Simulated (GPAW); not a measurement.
**Quasiparticle gap of BeS (honeycomb monolayer) in GPAW**

Aim: the G0W0 gap of BeS (honeycomb monolayer) on LDA, step by step.

Method: LDA and many-body steps on it, plane waves, in GPAW 26.7.0.

## (1) Starting point

The cell holds 2 atoms: 1 Be and 1 S. Cell: a = 3.418 Å, b = 3.418 Å, c = 11.400 Å, α = 90.0°, β = 90.0°, γ = 120.0°. Vacuum lies along c.

The structure was relaxed with LDA. The runs that relaxed it are not among those shown.

## (2) Ground state

This step: GPAW 26.7.0; DFT, LDA, plane waves, PAW.

The ground-state density comes first.

File run.py:

```python
import json
import numpy as np
from gpaw.mpi import world
from ase import Atoms
from gpaw import GPAW, PW, FermiDirac

atoms = Atoms(['Be', 'S'],
    cell=[[3.4179054806, 0.0000000000, 0.0000000000],
      [-1.7089527403, 2.9599929739, 0.0000000000],
      [0.0000000000, 0.0000000000, 11.4000000000]],
    scaled_positions=[[0.3333333333, 0.6666666667, 0.4997631494],
      [0.6666666667, 0.3333333333, 0.5002354137]],
    pbc=(True, True, False))
calc = GPAW(mode=PW(600),
    xc='LDA',
    kpts={'size': (12, 12, 1), 'gamma': True},
    occupations=FermiDirac(0.001),
    nbands=-7,
    convergence={'density': 1e-6, 'bands': -3},
    maxiter=100,
    txt='gs.txt')
atoms.calc = calc
res = {'energy': atoms.get_potential_energy()}
kpts = calc.get_ibz_k_points()
res['kpts'] = kpts
res['eigenvalues'] = [calc.get_eigenvalues(kpt=k) for k in range(len(kpts))]
res['n_electrons'] = calc.get_number_of_electrons()
calc.write('gs.gpw')

if world.rank == 0:
    with open('result.json', 'w') as f:
        json.dump(res, f, default=lambda x: x.tolist())
```

Started as:

```bash
$ mpirun -n 4 gpaw python run.py
```

What it wrote:

```text
__  _  _
 | _ |_)|_||  |
 |__||  | ||/\| - 26.7.0

Input parameters:
  mode=PW(ecut=600.0),
  convergence={'density': 1e-06, 'bands': -3},
  kpts=MonkhorstPack(size=(12, 12, 1), gamma=True),
  maxiter=100,
  nbands=-7,
  occupations=Occupations(name='fermi-dirac', width=0.001, fixmagmom=False),
  xc=XC(name='LDA')
  [... matrices ...]
Diagonalizing LCAO Hamiltonian
Converting LCAO to pw mode

        Be S

Atoms  # Å, Bohr magnetons
|   | symbol |         x |        y |        z |    initial magnetic moments |
| 0 |     Be | -0.000000 | 1.973329 | 5.697300 | ( 0.0000,  0.0000,  0.0000) |
| 1 |      S |  1.708953 | 0.986664 | 5.702684 | ( 0.0000,  0.0000,  0.0000) |

Unit cell  # Å
| periodic |         x |        y |         z |   lengths |     angles |
|      yes |  3.417905 | 0.000000 |  0.000000 |  3.417905 |  90.000000 |
|      yes | -1.708953 | 2.959993 |  0.000000 |  3.417905 |  90.000000 |
|       no |  0.000000 | 0.000000 | 11.400000 | 11.400000 | 120.000000 |

Number of symmetries: 6
Symmetry operations  # r_c * U_cc + t_c -> r_c
|   | kind |            matrix            |
| 0 |  σ   |  1, 1, 0,  0,-1, 0,  0, 0, 1 |
| 1 |  E   |  1, 0, 0,  0, 1, 0,  0, 0, 1 |
| 2 |  C3  |  0, 1, 0, -1,-1, 0,  0, 0, 1 |
| 3 |  σ   |  0,-1, 0, -1, 0, 0,  0, 0, 1 |
| 4 |  σ   | -1, 0, 0,  1, 1, 0,  0, 0, 1 |
| 5 |  C3  | -1,-1, 0,  1, 0, 0,  0, 0, 1 |

BZ-sampling:
  Number of BZ points: 144
  Number of IBZ points: 19

  Monkhorst-Pack size: [12, 12, 1]
  Monkhorst-Pack shift: [0.041667, 0.041667, 0.0]

K-points  # in reciprocal-cell coordinates
|     |                                coordinates |     weight |
|   0 | ( -0.00000000,  -0.00000000,   0.00000000) | 0.00694444 |
|   1 | (  0.08333333,  -0.00000000,   0.00000000) | 0.04166667 |
|   2 | (  0.16666667,  -0.08333333,   0.00000000) | 0.04166667 |
|   3 | (  0.16666667,  -0.00000000,   0.00000000) | 0.04166667 |
|   4 | (  0.25000000,  -0.08333333,   0.00000000) | 0.08333333 |
|   5 | (  0.25000000,  -0.00000000,   0.00000000) | 0.04166667 |
|   6 | (  0.33333333,  -0.16666667,   0.00000000) | 0.04166667 |
|   7 | (  0.33333333,  -0.08333333,   0.00000000) | 0.08333333 |
|   8 | (  0.33333333,  -0.00000000,   0.00000000) | 0.04166667 |
|   9 | (  0.33333333,   0.33333333,   0.00000000) | 0.01388889 |
| ... |                                            |            |
|  18 | (  0.50000000,   0.50000000,   0.00000000) | 0.02083333 |

Plane wave coefficients: 3878
Cutoff: 600.0 eV

Spin-components: 1 (collinear spins)
Bands:           11
Projectors:      8
Spin-degeneracy: 2
Datatype:        complex128

  Storage: CPU
  Wave functions: 12_871_056 bytes (3_217_764 per core)
  Projectors: 22_231_824 bytes (5_557_956 per core)
  [... matrices ...]
Parallelization:
  kpt:    4
  domain: 1
  band:   1

Density:
  Valence electrons: 8.0
  Components: 1
  Grid points: [20 20 70]
  Charge: 0.0  # |e|

Potential:
  Grid points: [20 20 70]

species:
  Be:
    name:    Beryllium
    Z:       4.0
    valence: 2
    core:    2
    charge:  0.0  # [|e|]
    compensation charges:
      type: gauss
      rc: 0.25  # [Å]
      lmax: 2
    cutoffs:
      filter: 1.42  # [Å]
      core: 1.84  # [Å]
    projectors
    | kind |    occ | energy [eV] | rcut [Å] |
    |   2s |  2.000 |      -5.600 |    0.794 |
    |   2p |  0.000 |      -2.099 |    0.794 |
    |    s |        |      21.612 |    0.794 |

    Using partial waves for Be as LCAO basis

  S:
    name:    Sulfur
    Z:       16.0
    valence: 6
    core:    10
    charge:  0.0  # [|e|]
    compensation charges:
      type: gauss
      rc: 0.24  # [Å]
      lmax: 2
    cutoffs:
      filter: 1.77  # [Å]
      core: 1.66  # [Å]
    projectors
    | kind |    occ | energy [eV] | rcut [Å] |
    |   3s |  2.000 |     -17.278 |    0.974 |
    |   3p |  4.000 |      -7.106 |    0.979 |
    |    s |        |       9.933 |    0.974 |
    |    p |        |      20.105 |    0.979 |
    |    d |        |       0.000 |    0.900 |

    Using partial waves for S as LCAO basis

Reference energy: -11217.772390  # eV

eigensolver:
  PPCG
  Converge bands: -3
  niter=2

density mixing:
  MSR1-Mixer
  Pratt-step length: 0.05
  Maximum mixing coefficient: 0.75
  Old densities: 10
  SVD Regularization: 0.005
  Good broyden scale: 1.0
  Trust region scale: 1.0
  Backstep threshold: 4.0
  History deletion threshold: 6.0
  Fourier metric: weight=20.0, sigma=0.015

occupation numbers:
  Fermi-Dirac:
    width: 0.0010  # eV

poisson solver:
  ecut: 4800.0  # eV

xc functional:
  name: None

Initialization done in: 0.755 s

convergence criteria:
- Maximum integral of absolute [dens]ity change: 1e-06 electrons / valence electron
- Maximum [total energy] change in last 3 cyles: 0.0005 eV / valence electron
- Maximum integral of absolute [eigenst]ate change: 4e-08 eV^2 / valence electron
maximum number of iterations: 100

SCF iterations
|iter     |     time |      energy | eigst |  dens |
|iter:   1|  |  -10.762240 | +1.39 |       |
|iter:   2|  |  -10.723666 | +0.05 | -0.85 |
|iter:   3|  |  -10.438756 | -0.06 | -0.88 |
|iter:   4|  |  -10.438500 | -0.99 | -1.56 |
|iter:   5|  |  -10.438933c| -1.75 | -2.02 |
|iter:   6|  |  -10.438963c| -3.03 | -2.69 |
|iter:   7|  |  -10.438964c| -4.08 | -3.45 |
|iter:   8|  |  -10.438964c| -4.91 | -4.17 |
|iter:   9|  |  -10.438964c| -5.74 | -4.92 |
|iter:  10|  |  -10.438964c| -6.60 | -5.30 |
|iter:  11|  |  -10.438964c| -7.29 | -6.04c|
|iter:  12|  |  -10.438964c| -7.99c| -6.86c|

Converged in 12 steps
SCF loop duration: 3.365 s (0.280 s/step)
Energy contributions relative to reference atoms: (reference = -11217.772390)
  [... matrices ...]
Energy contributions:
  Kinetic:          12.794361
  Coulomb:         -12.017720
  Zero:             -0.000636
  External:          0.000000
  Xc:              -11.214970
  Entropy:          -0.000000
  Spinorbit:         0.000000
  ----------------------------
  Free energy:     -10.438964
  Extrapolated:    -10.438964

dipole moment: (0.422725, -0.244068, -0.001296)  # |e|*Ang

Fermi level: -2.520
Eigenvalues  # (at kpt = [-0.000, -0.000, 0.000])
| band index |      eig [eV] | occ [0-2] |
|          0 |       -16.225 |     2.000 |
|          1 |        -6.203 |     2.000 |
|          2 |        -4.523 |     2.000 |
|          3 |        -4.523 |     2.000 |
|          4 |         0.946 |     0.000 |
|          5 |         2.517 |     0.000 |
|          6 |         2.517 |     0.000 |
|          7 |         2.734 |     0.000 |
|          8 |         2.857 |     0.000 |
|          9 |         4.029 |     0.000 |
|         10 |         5.644 |     0.000 |

Gap: 4.290 eV
Transition (v -> c):
  (s=0, k=9, n=3, [0.33, 0.33, 0.00]) -> (s=0, k=18, n=4, [0.50, 0.50, 0.00])
Direct/indirect transitions are different
Direct gap: 4.437 eV
Transition at: (s=0, k=9, n=3, [0.33, 0.33, 0.00])
vacuum-level: 2.621  # V
# Writing to gs.gpw (mode='')
  [... matrices ...]
```

It took 6 s on 4 MPI ranks of Arm Neoverse V1, shared host; peak memory 0.68 GiB; 24 s of CPU time.

This step gave:

```yaml
total_energy: -10.44 eV
gap: 4.290 eV
k_of_the_valence_top: 0.3333, 0.3333, 0
k_of_the_conduction_bottom: 0.5, 0.5, 0
least_direct_gap: 4.437 eV
```

The gap is indirect, with the least direct gap 0.15 eV higher.

## (3) Bands along the symmetry lines

Levels along a band path, at the cheap level, show where the edges lie and whether the meshes to come will hold them.

File run.py:

```python
import json
import numpy as np
from gpaw.mpi import world
from gpaw import GPAW

path = [[0.000000, 0.000000, 0.000000],
    [0.062500, 0.000000, 0.000000],
    [0.125000, 0.000000, 0.000000],
    [0.187500, 0.000000, 0.000000],
    [0.250000, 0.000000, 0.000000],
    [0.312500, 0.000000, 0.000000],
    [0.375000, 0.000000, 0.000000],
    [0.437500, 0.000000, 0.000000],
    [0.500000, 0.000000, 0.000000],
    [0.479167, 0.041667, 0.000000],
    [0.458333, 0.083333, 0.000000],
    [0.437500, 0.125000, 0.000000],
    [0.416667, 0.166667, 0.000000],
    [0.395833, 0.208333, 0.000000],
    [0.375000, 0.250000, 0.000000],
    [0.354167, 0.291667, 0.000000],
    [0.333333, 0.333333, 0.000000],
    [0.291667, 0.291667, 0.000000],
    [0.250000, 0.250000, 0.000000],
    [0.208333, 0.208333, 0.000000],
    [0.166667, 0.166667, 0.000000],
    [0.125000, 0.125000, 0.000000],
    [0.083333, 0.083333, 0.000000],
    [0.041667, 0.041667, 0.000000],
    [0.000000, 0.000000, 0.000000]]
calc = GPAW('gs.gpw').fixed_density(kpts=path,
    symmetry='off',
    nbands=14,
    convergence={'bands': 10},
    txt='bands.txt')
res = {}
kpts = calc.get_ibz_k_points()
res['kpts'] = kpts
res['eigenvalues'] = [calc.get_eigenvalues(kpt=k) for k in range(len(kpts))]
res['n_electrons'] = calc.get_number_of_electrons()

if world.rank == 0:
    with open('result.json', 'w') as f:
        json.dump(res, f, default=lambda x: x.tolist())
```

Started as:

```bash
$ mpirun -n 4 gpaw python run.py
```

What it wrote:

```text
Diagonalizing LCAO Hamiltonian
Converting LCAO to pw mode
convergence criteria:
- Maximum integral of absolute [eigenst]ate change: 4e-08 eV^2 / valence electron
maximum number of iterations: 100

SCF iterations
|iter     |     time |      energy | eigst |  dens |
|iter:   1|  |             | +1.93 |       |
|iter:   2|  |             | +1.04 |       |
|iter:   3|  |             | +0.06 |       |
[...]
|iter:  10|  |             | -6.05 |       |
|iter:  11|  |             | -6.80 |       |
|iter:  12|  |             | -7.50c|       |
SCF steps: 12
  __  _  _
 | _ |_)|_||  |
 |__||  | ||/\| - 26.7.0

Input parameters:
  mode=PW(ecut=600.0),
  convergence={'bands': 10},
  gpts=array([20, 20, 70]),
  kpts=KPoints(kpts=array([[0.      , 0.      , 0.      ],
         [0.0625  , 0.      , 0.      ],
         [0.125   , 0.      , 0.      ],
         [0.1875  , 0.      , 0.      ],
[...]
[0.479167, 0.041667, 0.      ],
         [0.458333, 0.083333, 0.      ],
[...]
[0.416667, 0.166667, 0.      ],
[...]
[0.25    , 0.25    , 0.      ],
[...]
[0.125   , 0.125   , 0.      ],
         [0.083333, 0.083333, 0.      ],
         [0.041667, 0.041667, 0.      ],
         [0.      , 0.      , 0.      ]])),
  maxiter=100,
  nbands=14,
  occupations=Occupations(name='fermi-dirac', width=0.001, fixmagmom=False),
  parallel={},
  symmetry=Symmetry(point_group=False, time_reversal=False),
  xc=XC(name='LDA')
  [... matrices ...]
timing:  # [seconds]
  Total: 0.027  # ━━━━━━━━━━━━━━━━━━━━━━━━━━━━━━━━━━━━━━━━━━━━━━━━━━━━━━━━━━━
```

Elapsed: 7.3 s, on 4 MPI ranks; peak memory 0.74 GiB.

Numbers from this step:

- gap: 4.290 eV
- k of the valence top: 0.3333, 0.3333, 0
- k of the conduction bottom: 0.5, 0, 0
- least direct gap: 4.437 eV

The gap is 4.290 eV, as in the run before at this level.

The electronic bands at the labelled points (eV, zero at the top of the highest filled band; v1 is the highest filled band, c1 the lowest empty one):

```csv
point,v4,v3,v2,v1,c1,c2,c3,c4
Γ,-12.23,-2.21,-0.53,-0.53,4.94,6.51,6.51,6.73
halfway,-11.76,-2.80,-1.47,-1.38,5.59,6.43,6.53,8.37
M,-11.14,-4.61,-2.01,-0.32,4.29,5.42,9.20,9.60
halfway,-11.06,-4.43,-2.77,-0.19,4.39,6.89,8.94,9.45
K,-10.97,-4.00,-3.72,0.00,4.44,7.92,9.52,9.64
halfway,-11.62,-3.06,-1.90,-1.25,6.12,6.44,6.93,8.11
Γ,-12.23,-2.21,-0.53,-0.53,4.94,6.51,6.51,6.73
```

The electronic bands as a text plot (rows in eV, shown from -8.0 to 6.9 only):

```
    6.5 |++++++++++++            ++                 +++++++++++++
    5.9 |            ++         +                   ++++++
    5.3 | ++++++++++++++++++++++                 +++      ++++++
    4.7 |+                ++       ++++++++++++++               +
    4.1 |                   +++++++
    3.4 |
    2.8 |
    2.2 |
    1.6 |
    1.0 |
    0.4 |
   -0.3 |*                ***********************               *
   -0.9 | ********   *****                       ***      ******
   -1.5 |    **********                             *********
   -2.1 |*********     **********                   *************
   -2.7 |         ***            ***          ******
   -3.4 |            **             *****  ***   ******
   -4.0 |              ***            ***********
   -4.6 |                 ************
   -5.2 |
   -5.8 |
   -6.5 |
   -7.1 |
   -7.7 |
         Γ                   M           K                      Γ
```

## (4) Empty states on the mesh, 12×12×1 mesh, 271 bands

The sums over transitions need many empty states on a uniform mesh; this step solves for them.

File run.py:

```python
import json
import numpy as np
from gpaw.mpi import world
from gpaw import GPAW

calc = GPAW('gs.gpw').fixed_density(kpts={'size': (12, 12, 1), 'gamma': True},
    nbands=316,
    convergence={'bands': 271},
    txt='nscf.txt')
calc.write('full.gpw', mode='all')
res = {}
kpts = calc.get_ibz_k_points()
res['kpts'] = kpts
res['eigenvalues'] = [calc.get_eigenvalues(kpt=k) for k in range(len(kpts))]
res['n_electrons'] = calc.get_number_of_electrons()

if world.rank == 0:
    with open('result.json', 'w') as f:
        json.dump(res, f, default=lambda x: x.tolist())
```

Started as:

```bash
$ mpirun -n 4 gpaw python run.py
```

What it wrote:

```text
Diagonalizing LCAO Hamiltonian
Converting LCAO to pw mode
convergence criteria:
- Maximum integral of absolute [eigenst]ate change: 4e-08 eV^2 / valence electron
maximum number of iterations: 100

SCF iterations
|iter     |     time |      energy | eigst |  dens |
|iter:   1|  |             | +5.21 |       |
|iter:   2|  |             | +4.04 |       |
|iter:   3|  |             | +2.93 |       |
[...]
|iter:  16|  |             | -6.93 |       |
|iter:  17|  |             | -7.26 |       |
|iter:  18|  |             | -7.55c|       |
SCF steps: 18
  __  _  _
 | _ |_)|_||  |
 |__||  | ||/\| - 26.7.0

Input parameters:
  mode=PW(ecut=600.0),
  convergence={'bands': 271},
  gpts=array([20, 20, 70]),
  kpts=MonkhorstPack(size=(12, 12, 1), gamma=True),
  maxiter=100,
  nbands=316,
  occupations=Occupations(name='fermi-dirac', width=0.001, fixmagmom=False),
  parallel={},
  xc=XC(name='LDA')
# Writing to full.gpw (mode='all')
  [... matrices ...]

timing:  # [seconds]
  Total: 0.128  # ━━━━━━━━━━━━━━━━━━━━━━━━━━━━━━━━━━━━━━━━━━━━━━━━━━━━━━━━━━━
```

It took 4.3 min on 4 MPI ranks; peak memory 1.4 GiB; 17 min of CPU time.

Numbers from this step:

```yaml
gap: 4.290 eV
k_of_the_valence_top: 0.3333, 0.3333, 0
k_of_the_conduction_bottom: 0.5, 0.5, 0
least_direct_gap: 4.437 eV
k_points_computed: 19
lowest_point_of_the_top_converged_band_above_the_valence_top: 101.6353 eV
```

On this mesh the gap is 4.290 eV.

[end of part 1 of 2]

[Long decimals in the printed logs are rounded to 6 places.]

[Logs are printed without paths, hosts, clocks, repeated set-up lines and the standing remarks that a program may print on its own settings, such as how far it seeks lower states.]

[Paths, hosts, dates, memory and timing lines, banners, echoed tables and standing remarks are left out of the program output; an Ansatz launch command may be rebuilt from the run's recorded settings. Measured values are a selection of at most five: reports struck by readers or far from the other reports are left out. None is set beside runs whose start may be inverted or whose files or cutoffs have a known fault.]

[Runs of the session that timed out or met a known fault of the program may be left out.]

[Hosts, paths, dates, database ids (printed as entryN), source tags and the programs' standing remarks are cut or masked in the printed files.]

[Where the starting crystal was built by hand or by swapping elements, it need not be the compound's stable phase.]
